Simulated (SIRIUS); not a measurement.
Write the native input for SIRIUS 7.12.0 that does the following.

* Task: single point
* Functional: rPW86PBE
* Potentials or basis: PseudoDojo 0.4.1 PBE standard (scalar relativistic)
* Cutoff: 1030 eV
* Density cutoff: 4119 eV
* k mesh: 12 × 12 × 12
* Occupations: fermi-dirac, width 0.05 eV
* Spin: no spin polarisation
* Libxc names: ["XC_GGA_X_RPW86", "XC_GGA_C_PBE"]
* Energy tol: 1e-08 Ha
* Density tol: 1e-06
* Mixer: anderson
* Mixing beta: 0.7
* Max scf: 100
* Radial cutoff for the potentials' integrals: 6.5 bohr

Crystal: W.

```
W
1.0
    -1.58234    1.58234    1.58234
     1.58234   -1.58234    1.58234
     1.58234    1.58234   -1.58234
W
1
Direct
  0.00000 0.00000 0.00000
```

The input as run:

sirius.json

```json
{
  "control": {
    "processing_unit": "cpu",
    "verbosity": 2,
    "num_bands_to_print": 14,
    "print_forces": true,
    "print_stress": true
  },
  "parameters": {
    "electronic_structure_method": "pseudopotential",
    "xc_functionals": ["XC_GGA_X_RPW86", "XC_GGA_C_PBE"],
    "gk_cutoff": 8.7,
    "pw_cutoff": 17.4,
    "ngridk": [12, 12, 12],
    "shiftk": [0, 0, 0],
    "smearing": "fermi_dirac",
    "smearing_width": 0.0018374661,
    "num_bands": 14,
    "num_mag_dims": 0,
    "num_dft_iter": 100,
    "energy_tol": 1e-08,
    "density_tol": 1e-06
  },
  "iterative_solver": {
    "type": "davidson",
    "min_tolerance": 1e-10
  },
  "mixer": {
    "type": "anderson",
    "beta": 0.7,
    "max_history": 8
  },
  "settings": {
    "tol_ne": 1e-10,
    "pseudo_grid_cutoff": 6.5
  },
  "unit_cell": {
    "lattice_vectors": [
      [-0.57735026919, 0.57735026919, 0.57735026919],
      [0.57735026919, -0.57735026919, 0.57735026919],
      [0.57735026919, 0.57735026919, -0.57735026919]
    ],
    "lattice_vectors_scale": 5.1791760466,
    "atom_coordinate_units": "lattice",
    "atom_types": ["W"],
    "atom_files": {
      "W": "W.json"
    },
    "atoms": {
      "W": [
        [0.0, 0.0, 0.0]
      ]
    }
  }
}
```

Potentials or basis: PseudoDojo 0.4.1 PBE standard (scalar relativistic).

Run with:

```bash
$ upf_to_json W.upf
$ OMP_NUM_THREADS=1 sirius.scf --input=sirius.json --output=out.json --task=0
```

It gave:

The pressure is 15.0 GPa and the band gap on the k mesh is none (metal or under the smearing width).

Caveat: the potentials were made for another functional, which shifts forces and pressure.

Run time: 29 s on 1 thread of Intel(R) Xeon(R) Platinum 8375C CPU @ 2.90GHz (Ice Lake), with other jobs on the host, peak memory 0.22 GiB.
